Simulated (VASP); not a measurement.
# Si in VASP: one cell, several levels of theory, part 2 of 2

VASP 6.6.1, plane waves, PAW.

## 3. r2SCAN

INCAR reads:

```
ENCUT = 520.000000
SIGMA = 0.010000
EDIFF = 1.00e-07
ALGO = Normal
METAGGA = R2SCAN
PREC = Accurate
IBRION = -1
ISIF = 2
ISMEAR = 0
NBANDS = 11
NELM = 120
NSW = 0
LASPH = .TRUE.
LCHARG = .TRUE.
LELF = .TRUE.
LWAVE = .FALSE.
LREAL = .FALSE.
```

KPOINTS reads:

```
KPOINTS created by Atomic Simulation Environment
0
Gamma
8 8 8
0 0 0
```

KPOINTS_OPT reads:

```
special points
7
Reciprocal
0.0000000000 0.0000000000 0.0000000000 1
0.5000000000 0.0000000000 0.5000000000 1
0.6250000000 0.2500000000 0.6250000000 1
0.3750000000 0.3750000000 0.7500000000 1
0.5000000000 0.5000000000 0.5000000000 1
0.5000000000 0.2500000000 0.7500000000 1
0.0000000000 0.4218750000 0.4218750000 1
```

POSCAR reads:

```
Si
 1.0000000000000000
     0.0000000000000000    2.6404553287999999    2.7816622993000002
     2.6404553287999999    0.0000000000000000    2.7816622993000002
     2.6404553287999999    2.6404553287999999    0.0000000000000000
 Si
   2
Cartesian
  0.0000000000000000  0.0000000000000000  0.0000000000000000
  1.3202276643999997  1.3202276643999997  1.3908311496499999
```

Launch:

```console
mpirun -np 1 vasp_std
```

Standard output, without the iteration lines:

```text
POSCAR found type information on POSCAR Si
 POSCAR found :  1 types and       2 ions
 -----------------------------------------------------------------------------
|                                                                             |
|                                                                             |
|     You enforced a specific xc type in the INCAR file but a different       |
|     I HOPE YOU KNOW WHAT YOU ARE DOING!                                     |
|                                                                             |
 -----------------------------------------------------------------------------

 LDA part: xc-table for (None), standard interpolation
 POSCAR, INCAR and KPOINTS ok, starting setup
 FFT: planning ... GRIDC
 FFT: planning ... GRID_SOFT
 FFT: planning ... GRID
 WAVECAR not read
 entering main loop
 Start KPOINTS_OPT (optional k-point list driver)
k-point batch [1-7\7]
```

OSZICAR:

```text
N       E                     dE             d eps       ncg     rms          rms(c)
DAV:   1    -0.101618284367E+01   -0.10162E+01   -0.33298E+03  1298   0.583E+02
DAV:   2    -0.181116667698E+02   -0.17095E+02   -0.16125E+02  1665   0.878E+01
DAV:   3    -0.186675720114E+02   -0.55591E+00   -0.55163E+00  1710   0.129E+01
DAV:   4    -0.186716325821E+02   -0.40606E-02   -0.40599E-02  1584   0.134E+00
DAV:   5    -0.186716665673E+02   -0.33985E-04   -0.33985E-04  1628   0.118E-01    0.626E+00
DAV:   6    -0.175116844605E+02    0.11600E+01   -0.14213E-01  1534   0.221E+00    0.433E+00
DAV:   7    -0.175060828907E+02    0.56016E-02   -0.16028E-01  1391   0.195E+00    0.326E-01
DAV:   8    -0.175050026746E+02    0.10802E-02   -0.61876E-03  1493   0.439E-01    0.423E-01
DAV:   9    -0.175051524289E+02   -0.14975E-03   -0.30579E-04  1573   0.140E-01    0.257E-02
DAV:  10    -0.175051614382E+02   -0.90094E-05   -0.50150E-06  1521   0.157E-02    0.818E-03
DAV:  11    -0.175051662841E+02   -0.48459E-05   -0.13770E-06  1553   0.802E-03    0.220E-03
DAV:  12    -0.175051659878E+02    0.29632E-06   -0.41145E-08   998   0.138E-03    0.748E-04
DAV:  13    -0.175051657090E+02    0.27879E-06   -0.49896E-09   814   0.509E-04    0.282E-04
DAV:  14    -0.175051656416E+02    0.67360E-07   -0.80990E-10   790   0.215E-04
   1 F= -.17505166E+02 E0= -.17505166E+02  d E =-.235342E-17
       N       E                     dE             ncg
DAV:   1     0.663623953372E+03   -0.17642E+04      154
DAV:   2     0.545295229692E+03   -0.11833E+03      235
DAV:   3     0.542286989194E+03   -0.30082E+01      214
DAV:   4     0.542269139864E+03   -0.17849E-01      195
DAV:   5     0.542268967214E+03   -0.17265E-03      219
DAV:   6     0.542268965329E+03   -0.18848E-05      192
DAV:   7     0.542268965302E+03   -0.27024E-07      213
```

OUTCAR, selected sections:

```text
k-points           NKPTS =     59   k-points in BZ     NKDIM =     59   number of bands    NBANDS=     11

   NELECT =       8.0000    total number of electrons

   dimension x,y,z NGX =    30 NGY =   30 NGZ =   28
   dimension x,y,z NGXF=    60 NGYF=   60 NGZF=   56

  energy-cutoff  :      520.00
  volume of cell :       38.79
      direct lattice vectors                 reciprocal lattice vectors
     0.000000000  2.640455329  2.781662299    -0.189361280  0.189361280  0.179748635
     2.640455329  0.000000000  2.781662299     0.189361280 -0.189361280  0.179748635
     2.640455329  2.640455329  0.000000000     0.189361280  0.189361280 -0.179748635

 k-points in reciprocal lattice and weights: KPOINTS created by Atomic Simulation Env
   0.00000000  0.00000000  0.00000000       0.002
   0.12500000  0.00000000  0.00000000       0.016
   0.25000000  0.00000000  0.00000000       0.016
   0.37500000  0.00000000  0.00000000       0.016
   0.50000000  0.00000000  0.00000000       0.008
   0.12500000  0.12500000  0.00000000       0.004
   0.25000000  0.12500000  0.00000000       0.016
   0.37500000  0.12500000  0.00000000       0.016
[... 51 more k-points ...]

 E-fermi :   6.2708

 k-point     1 :       0.0000    0.0000    0.0000
  band No.  band energies     occupation
      1      -6.6840      2.00000
      2       5.7916      2.00000
      3       6.2161      2.00000
      4       6.2161      2.00000
      5       8.7901      0.00000
      6       8.7901      0.00000
      7       8.9926      0.00000
      8      10.4086      0.00000
      9      13.6930      0.00000
     10      14.7309      0.00000
     11      14.9311      0.00000

 k-point     2 :       0.1250    0.0000    0.0000
  band No.  band energies     occupation
      1      -6.4630      2.00000
      2       4.4069      2.00000
      3       5.6094      2.00000
      4       5.9263      2.00000
      5       8.8864      0.00000
      6       9.2664      0.00000
      7       9.4309      0.00000
      8      11.6346      0.00000
      9      13.3324      0.00000
     10      14.1327      0.00000
     11      15.7372      0.00000

 k-point     3 :       0.2500    0.0000    0.0000
  band No.  band energies     occupation
      1      -5.8174      2.00000
      2       1.9380      2.00000
      3       5.0321      2.00000
      4       5.4664      2.00000
      5       8.4655      0.00000
      6       9.8517      0.00000
      7       9.9364      0.00000
      8      13.4690      0.00000
      9      13.8490      0.00000
     10      14.0222      0.00000
     11      15.9820      0.00000

 k-point     4 :       0.3750    0.0000    0.0000
  band No.  band energies     occupation
      1      -4.8447      2.00000
      2      -0.2384      2.00000
      3       4.6305      2.00000
      4       5.1571      2.00000
      5       8.0791      0.00000
      6       9.7065      0.00000
      7       9.9719      0.00000
      8      14.6870      0.00000
      9      15.1138      0.00000
     10      15.3074      0.00000
     11      16.9669      0.00000

 k-point     5 :       0.5000    0.0000    0.0000
  band No.  band energies     occupation
      1      -4.1424      2.00000
      2      -1.3529      2.00000
      3       4.4914      2.00000
      4       5.0537      2.00000
      5       7.9367      0.00000
      6       9.5844      0.00000
      7       9.8654      0.00000
      8      14.5003      0.00000
      9      17.0352      0.00000
     10      17.5747      0.00000
     11      18.0657      0.00000

 k-point     6 :       0.1250    0.1250    0.0000
  band No.  band energies     occupation
      1      -6.4062      2.00000
      2       4.4866      2.00000
      3       5.3662      2.00000
      4       5.3662      2.00000
      5       8.5001      0.00000
      6      10.0256      0.00000
      7      10.0256      0.00000
      8      11.3101      0.00000
      9      12.4905      0.00000
     10      15.0381      0.00000
     11      15.9499      0.00000

 k-point     7 :       0.2500    0.1250    0.0000
  band No.  band energies     occupation
      1      -5.9150      2.00000
      2       2.6676      2.00000
      3       4.6598      2.00000
      4       4.8478      2.00000
      5       8.7211      0.00000
      6      10.1518      0.00000
      7      10.9272      0.00000
      8      11.1170      0.00000
      9      14.1394      0.00000
     10      15.0347      0.00000
     11      17.0408      0.00000

 k-point     8 :       0.3750    0.1250    0.0000
  band No.  band energies     occupation
      1      -5.0417      2.00000
      2       0.5148      2.00000
      3       3.8954      2.00000
      4       4.5995      2.00000
      5       8.8737      0.00000
      6       9.7949      0.00000
      7      11.0648      0.00000
      8      12.3068      0.00000
      9      15.9217      0.00000
     10      16.2029      0.00000
     11      16.8568      0.00000

 k-point     9 :       0.5000    0.1250    0.0000
  band No.  band energies     occupation
      1      -4.0826      2.00000
      2      -1.0894      2.00000
      3       3.3765      2.00000
      4       4.6596      2.00000
      5       8.9163      0.00000
      6       9.5638      0.00000
      7      10.6812      0.00000
      8      14.4771      0.00000
      9      15.8645      0.00000
     10      17.0690      0.00000
     11      18.2978      0.00000

 k-point    10 :      -0.3750    0.1250    0.0000
  band No.  band energies     occupation
      1      -4.2938      2.00000
      2      -0.7543      2.00000
      3       3.1948      2.00000
      4       4.9935      2.00000
      5       9.1193      0.00000
      6       9.6982      0.00000
      7      10.3853      0.00000
      8      14.6133      0.00000
      9      14.6511      0.00000
     10      16.0232      0.00000
     11      18.5081      0.00000

 k-point    11 :      -0.2500    0.1250    0.0000
  band No.  band energies     occupation
      1      -5.2985      2.00000
      2       1.1374      2.00000
      3       3.3929      2.00000
      4       5.5069      2.00000
      5       9.3886      0.00000
      6      10.0821      0.00000
      7      10.0925      0.00000
      8      12.8501      0.00000
      9      13.0441      0.00000
     10      16.4101      0.00000
     11      17.5650      0.00000

[... the tables of k-points 12 to 59 left out ...]

  Total        1.4106227      1.4106227     -0.0643271      0.0000000      0.0000000      0.0000000
  in kB       58.2679064     58.2679064     -2.6571263      0.0000000      0.0000000      0.0000000
  external PRESSURE =      37.9595622 kB  Pullay stress =       0.0000000 kB

 POSITION                                       TOTAL-FORCE (eV/Angst)
 -----------------------------------------------------------------------------------
      0.00000      0.00000      0.00000        -0.000000     -0.000000     -0.000000
      1.32023      1.32023      1.39083         0.000000      0.000000      0.000000
 -----------------------------------------------------------------------------------
    total drift:                               -0.000000     -0.000000     -0.000000

  FREE ENERGIE OF THE ION-ELECTRON SYSTEM (eV)
  ---------------------------------------------------
  free  energy   TOTEN  =       -17.5051656416 eV

  energy  without entropy=      -17.5051656416  energy(sigma->0) =      -17.50516564
```

Hardware: 1 MPI rank of Intel Xeon Platinum 8488C, shared host.

The levels at the points of KPOINTS_OPT are read from vasprun.xml.

Levels at the named points, in eV from the top of band v (v: the last filled band by count, c: the next):

```csv
point,v−1,v,c,c+1
Γ,0.00,0.00,2.57,2.57
X,-3.38,-3.38,0.57,0.57
U,-4.77,-2.93,1.10,4.12
K,-4.80,-2.48,1.57,4.85
L,-1.72,-1.16,1.72,3.37
W,-4.30,-4.30,4.61,4.61
```

The r2SCAN gap is 0.41 eV and indirect (Γ to (0.00, 0.42, 0.42)), with 2.57 eV as the least direct one. Pressure: 3.80 GPa; the forces vanish within 0.01 eV/Å.

## 4. Results

The summary covers parts 1 to 2.

```
 level  gap (eV)  pressure (GPa)  Ansatz: gap (eV)  Ansatz: pressure (GPa)
   PBE      0.23            5.16              0.22                    5.25
r2SCAN      0.41            3.80              0.40                    4.05
```

What this shows: The gap spans 0.23 eV (PBE) to 0.41 eV (r2SCAN). The pressure is highest with PBE (5.2 GPa) and lowest with r2SCAN (3.8 GPa), which orders the cells that they would relax to. The two programs agree on the gap within 0.03 eV, far less than the spread between functionals. The two codes have different PAW datasets and cutoffs.
